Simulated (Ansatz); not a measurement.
## MoSe2 under changes of volume

One of the cells (20.129 Å³/atom); the others are scaled copies at fixed shape and fractional positions:

```
CELL_PARAMETERS angstrom
3.28800 0.00000 0.00000
-1.64400 2.84749 0.00000
0.00000 0.00000 12.90000
ATOMIC_POSITIONS crystal
Mo 0.66667 0.33333 0.75000
Mo 0.33333 0.66667 0.25000
Se 0.66667 0.33333 0.37500
Se 0.33333 0.66667 0.87500
Se 0.66667 0.33333 0.12500
Se 0.33333 0.66667 0.62500
```

```yaml
Program: Ansatz 0.2.0
Functional: PBE
Potentials_or_basis: Ansatz PAW earlier set
Cutoff: 640 eV
Density_cutoff: 2560 eV
k_mesh: 9 × 9 × 2
Occupations: fermi-dirac, width 0.05 eV
Spin: no spin polarisation
```

| volume (Å³/atom) | energy over the lowest point (meV/atom) | pressure (GPa) | largest force (eV/Å) |
| --- | --- | --- | --- |
| 18.922 | 128.42 | 18.7 | 2.286 |
| 19.324 | ? | ? | ? |
| 19.727 | 54.00 | 11.2 | 1.468 |
| 20.129 | 29.86 | 8.0 | 1.104 |
| 20.532 | 13.30 | 5.2 | 0.766 |
| 20.935 | 3.57 | 2.6 | 0.452 |
| 21.337 | 0.00 | 0.3 | 0.162 |

Problem. What does the run at 19.324 Å³/atom give?

Solution. Energy over the lowest point 86.54 meV/atom; pressure 14.7 GPa; largest force 1.861 eV/Å.

Worked out: A Birch-Murnaghan fit of order 3 (a polynomial in V^(-2/3)) to the other rows has its minimum at 21.39 Å³/atom, just outside them, with B0 = V·E''(V) = 116 GPa and B' = 4.4 at fixed shape and positions, which overstates the stiffness. It gives 86.58 meV/atom at 19.324 Å³/atom, against the run's 86.54, and -dE/dV = 14.8 GPa, against 14.7.

Energies are extrapolated to zero smearing.

Caveats: the cell's inner coordinates are idealised or old, which leaves forces on the atoms; this functional lacks dispersion, which binds the layers, so the pressure and a relaxed spacing across them are unreliable.
